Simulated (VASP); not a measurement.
# Bi (Im-3m) in VASP: a series of runs

One crystal, Bi, is run at these levels: PBE; tasks: single point, relaxation of cell and atoms.

Everything below comes from runs of VASP 6.6.1. Logs are shortened: lines on timing, memory, paths and dates and some standing lists are left out, and cuts for length are marked.

## Step 1: The structure

It takes space group Im-3m (No. 229, cubic). Conventional cell: a = 4.022 Å, b = 4.022 Å, c = 4.022 Å, α = 90.00°, β = 90.00°, γ = 90.00°. Around Bi (site symmetry m-3m) lie 8 Bi at 3.48 Å.

This isn't the form of Bi at room conditions, which is rhombohedral.

## Step 2: Single point, PBE, non-collinear spin, zero start, spin-orbit coupling

INCAR

```
PREC = Accurate ; ENCUT = 520
EDIFF = 1E-6 ; ISMEAR = -1
SIGMA = 0.05 ; LREAL = False
LASPH = True ; NELM = 150
ALGO = Fast ; ISIF = 2
LWAVE = False ; LCHARG = True
LNONCOLLINEAR = True ; MAGMOM = 0 0 0
LORBIT = 11 ; LSORBIT = True
GGA_COMPAT = False ; LORBMOM = True
GGA = PE ; LVHAR = True
NBANDS = 26
```

KPOINTS

```
regular mesh
0
Gamma
  9 9 9
```

POSCAR

```
Bi
1.0
   -2.0111991298      2.0111991298      2.0111991298
    2.0111991298     -2.0111991298      2.0111991298
    2.0111991298      2.0111991298     -2.0111991298
Bi
1
Direct
    0.0000000000      0.0000000000      0.0000000000
```

Potentials or basis: VASP PAW PBE potentials, release 64 (Bi_d).

Run with:

```bash
$ cat potpaw_PBE.64/Bi_d/POTCAR > POTCAR
$ mpirun -np 1 vasp_ncl > vasp.out
```

OUTCAR:

```text
PREC = Accurate
   ENCUT = 520
   EDIFF = 1E-6
   ISMEAR = -1
   LREAL = False
   LASPH = True
   NELM = 150
   ISIF = 2
   LNONCOLLINEAR = True
   LORBIT = 11
   LSORBIT = True
   GGA = PE

 ion  position               nearest neighbor table
   1  0.000  0.000  0.000-

  LATTYP: Found a body centered cubic cell.
 ALAT       =     4.0223982596

  Lattice vectors:

 A1 = (  -2.0111991298,   2.0111991298,   2.0111991298)
 A2 = (   2.0111991298,  -2.0111991298,   2.0111991298)
 A3 = (   2.0111991298,   2.0111991298,  -2.0111991298)

Analysis of symmetry for initial positions (statically):
=====================================================================
 Subroutine PRICEL returns:
 Original cell was already a primitive cell.

 Routine SETGRP: Setting up the symmetry group for a
 body centered cubic supercell.

 Subroutine GETGRP returns: Found 48 space group operations
 (whereof 48 operations were pure point group operations)
 out of a pool of 48 trial point group operations.

The static configuration has the point symmetry O_h .

Analysis of symmetry for dynamics (positions and initial velocities):
=====================================================================
 Subroutine PRICEL returns:
 Original cell was already a primitive cell.

 Routine SETGRP: Setting up the symmetry group for a
 body centered cubic supercell.

 Subroutine GETGRP returns: Found 48 space group operations
 (whereof 48 operations were pure point group operations)
 out of a pool of 48 trial point group operations.

The dynamic configuration has the point symmetry O_h .

Analysis of structural, dynamic, and magnetic symmetry:
=====================================================================
 Subroutine PRICEL returns:
 Original cell was already a primitive cell.

 Routine SETGRP: Setting up the symmetry group for a
 body centered cubic supercell.

 Subroutine GETGRP returns: Found 48 space group operations
 (whereof 48 operations were pure point group operations)
 out of a pool of 48 trial point group operations.

The overall configuration has the point symmetry O_h .

 Subroutine INISYM returns: Found 48 space group operations
 (whereof 48 operations are pure point group operations),
 and found     1 'primitive' translations

----------------------------------------------------------------------------------------

[... 144 lines left out ...]

 val. band max:        7.1282994575   @ k =  -0.4444   0.4444   0.3333
 cond. band min:       7.4517841973   @ k =  -0.3333   0.3333   0.3333
 fundamental gap:      0.3234847398
 Fermi energy:         7.1777317284

 k-point     1 :       0.0000    0.0000    0.0000
  band No.  band energies     occupation
      1     -17.1724      1.00000
      2     -17.1724      1.00000
      3     -17.1724      1.00000
      4     -17.1724      1.00000
      5     -14.2625      1.00000
      6     -14.2625      1.00000
[... 685 lines left out ...]
     25      18.5597      0.00000
     26      18.5597      0.00000

 [... further k-points ...]
[... 5 lines left out ...]
  --------------------------------------------------------------------------------------
  -------------------------------------------------------------------------------------
  Total       -0.0284734     -0.0284734     -0.0284734     -0.0000000     -0.0000000      0.0000000
  in kB       -1.4019269     -1.4019269     -1.4019269     -0.0000000     -0.0000000      0.0000000
  external PRESSURE =      -1.4019269 kB  Pullay stress =       0.0000000 kB

 VOLUME and BASIS-vectors are now :
 -----------------------------------------------------------------------------
  energy-cutoff  :      520.00
  volume of cell :       32.54
      direct lattice vectors                 reciprocal lattice vectors
    -2.011199130  2.011199130  2.011199130     0.000000000  0.248607904  0.248607904
     2.011199130 -2.011199130  2.011199130     0.248607904  0.000000000  0.248607904
     2.011199130  2.011199130 -2.011199130     0.248607904  0.248607904  0.000000000

 POSITION                                       TOTAL-FORCE (eV/Angst)
 -----------------------------------------------------------------------------------
      0.00000      0.00000      0.00000         0.000000      0.000000      0.000000
 -----------------------------------------------------------------------------------
    total drift:                               -0.000000     -0.000000     -0.000000

  FREE ENERGIE OF THE ION-ELECTRON SYSTEM (eV)
  ---------------------------------------------------
  free  energy   TOTEN  =        -4.5902097303 eV

  energy  without entropy=       -4.5863259936  energy(sigma->0) =       -4.58826786

 orbital moment (x)

 # of ion     p       d       tot
 ----------------------------------------
  1         0.000   0.000   0.000
 ----------------------------------------
            0.000   0.000   0.000

 orbital moment (y)

 # of ion     p       d       tot
 ----------------------------------------
  1         0.000  -0.000  -0.000
 ----------------------------------------
            0.000  -0.000  -0.000

 orbital moment (z)

 # of ion     p       d       tot
 ----------------------------------------
  1         0.000   0.000   0.000
 ----------------------------------------
            0.000   0.000   0.000

 Spin-Orbit-Coupling matrix elements

 Ion:    1  E_soc:     -1.7427700
 l=   1
     0.0000000    -0.2244721    -0.2244721
    -0.2244721     0.0000000    -0.2244721
    -0.2244721    -0.2244721     0.0000000
 l=   2
     0.0000000    -0.0132080     0.0000000    -0.0132080    -0.0527816
    -0.0132080     0.0000000    -0.0395862    -0.0132080    -0.0131954
     0.0000000    -0.0395862     0.0000000    -0.0395862     0.0000000
    -0.0132080    -0.0132080    -0.0395862     0.0000000    -0.0131954
    -0.0527816    -0.0131954     0.0000000    -0.0131954     0.0000000
 l=   3
     0.0000000     0.0000000     0.0000000     0.0000000     0.0000000     0.0000000     0.0000000
     0.0000000     0.0000000     0.0000000     0.0000000     0.0000000     0.0000000     0.0000000
     0.0000000     0.0000000     0.0000000     0.0000000     0.0000000     0.0000000     0.0000000
     0.0000000     0.0000000     0.0000000     0.0000000     0.0000000     0.0000000     0.0000000
     0.0000000     0.0000000     0.0000000     0.0000000     0.0000000     0.0000000     0.0000000
     0.0000000     0.0000000     0.0000000     0.0000000     0.0000000     0.0000000     0.0000000
     0.0000000     0.0000000     0.0000000     0.0000000     0.0000000     0.0000000     0.0000000

 total charge

# of ion       s       p       d       tot
------------------------------------------
    1        1.548   1.261   9.916  12.725

 magnetization (x)

# of ion       s       p       d       tot
------------------------------------------
    1        0.000   0.000   0.000   0.000

 magnetization (y)

# of ion       s       p       d       tot
------------------------------------------
    1       -0.000   0.000  -0.000  -0.000

 magnetization (z)

# of ion       s       p       d       tot
------------------------------------------
    1       -0.000  -0.000   0.000  -0.000
```

OSZICAR:

```text
N       E                     dE             d eps       ncg     rms          rms(c)
DAV:   1     0.154236689246E+03    0.15424E+03   -0.75863E+03  1820   0.140E+03
DAV:   2     0.949040316783E+01   -0.14475E+03   -0.13992E+03  1868   0.395E+02
DAV:   3    -0.407927668048E+01   -0.13570E+02   -0.13387E+02  2164   0.129E+02
DAV:   4    -0.456712768132E+01   -0.48785E+00   -0.48707E+00  2316   0.256E+01
DAV:   5    -0.458935132935E+01   -0.22224E-01   -0.22222E-01  2682   0.488E+00    0.420E-01
RMM:   6    -0.458971530720E+01   -0.36398E-03   -0.26885E-03  2181   0.601E-01    0.250E-01
RMM:   7    -0.458999855932E+01   -0.28325E-03   -0.13943E-03  2365   0.369E-01    0.218E-01
RMM:   8    -0.459017399970E+01   -0.17544E-03   -0.72286E-04  2492   0.250E-01    0.213E-02
RMM:   9    -0.459020696391E+01   -0.32964E-04   -0.17778E-04  2783   0.160E-01    0.654E-03
RMM:  10    -0.459021041830E+01   -0.34544E-05   -0.57829E-05  3051   0.723E-02    0.361E-03
RMM:  11    -0.459020973029E+01    0.68801E-06   -0.79186E-06  2809   0.308E-02
   1 F= -.45902097E+01 E0= -.45882679E+01  d E =-.388374E-02  mag=     0.0000    -0.0000     0.0000
```

Wall time 45 s (1 thread of Intel Xeon Platinum 8488C (Sapphire Rapids), shared host); peak memory 0.26 GiB.

What came out:

| Quantity | Value |
| --- | --- |
| Free energy | -4.5902 eV |
| Pressure | -0.1 GPa |
| Net moment | 0.00 μB per cell |
| Valence electrons inside the program's atomic spheres | Bi 12.72 |

Moments on the atoms (μB; x, y, z):
```
Bi  0.00 0.00 0.00
```

## Step 3: Relaxation of cell and atoms, PBE, non-collinear spin, zero start, spin-orbit coupling

This run uses another cell than the first one, of 31.12 Å³/atom, 0.956 times its volume.

INCAR

```
SYSTEM = Bi
ALGO = Normal
EDIFF = 1E-6
EDIFFG = -0.01
ENCUT = 600
GGA = PE
GGA_COMPAT = .FALSE.
IBRION = 2
ISIF = 3
ISMEAR = -1
LASPH = .TRUE.
LCHARG = .FALSE.
LNONCOLLINEAR = .TRUE.
LORBIT = 11
LORBMOM = .TRUE.
LREAL = .FALSE.
LSORBIT = .TRUE.
LWAVE = .FALSE.
MAGMOM = 0 0 0
NELM = 150
NSW = 60
PREC = Accurate
SIGMA = 0.05
```

KPOINTS

```
k-points
0
G
  9 9 9
  0 0 0
```

POSCAR

```
Bi
1.0
   -1.9814305318      1.9814305318      1.9814305318
    1.9814305318     -1.9814305318      1.9814305318
    1.9814305318      1.9814305318     -1.9814305318
Bi
1
Direct
    0.0000000000      0.0000000000      0.0000000000
```

Potentials or basis: VASP PAW PBE potentials, release 64 (Bi_d).

Run with:

```bash
$ cat potpaw_PBE.64/Bi_d/POTCAR > POTCAR
$ mpirun -np 1 vasp_ncl > vasp.out
```

It took 82 s on 1 thread of Intel Xeon Platinum 8488C (Sapphire Rapids), shared host; peak memory 0.27 GiB.

Results (log left out):

- Free energy: -4.5901 eV
- Relaxed volume: 32.43 Å³/atom
- Relaxed cell: a = 3.480 Å, b = 3.480 Å, c = 3.480 Å, α = 109.47°, β = 109.47°, γ = 109.47°
- Space group after relaxing (to 0.05 Å): Im-3m (No. 229)
- Energy gained by relaxing: 8.5 meV/atom
- Ionic steps: 3
- Pressure after relaxing: 0.0 GPa
- Net moment: 0.00 μB per cell
- Valence electrons inside the program's atomic spheres: Bi 12.73

Step by step:
```tsv
step	energy change (eV)	largest force (eV/Å)	pressure (GPa)	volume (Å³)
1	0.0000	0.0000	2.16	31.12
2	-0.0069	0.0000	-0.84	33.04
3	-0.0085	0.0000	0.02	32.43
```

Final structure:
```cif
data_structure
_symmetry_space_group_name_H-M 'P 1'
_symmetry_Int_Tables_number 1
_cell_length_a 3.4795
_cell_length_b 3.4795
_cell_length_c 3.4795
_cell_angle_alpha 109.471
_cell_angle_beta 109.471
_cell_angle_gamma 109.471
_cell_volume 32.43
loop_
_atom_site_label
_atom_site_type_symbol
_atom_site_fract_x
_atom_site_fract_y
_atom_site_fract_z
_atom_site_occupancy
Bi1 Bi 0.00000 0.00000 0.00000 1
```

Moments on the atoms (μB; x, y, z):
```
Bi  0.00 0.00 0.00
```
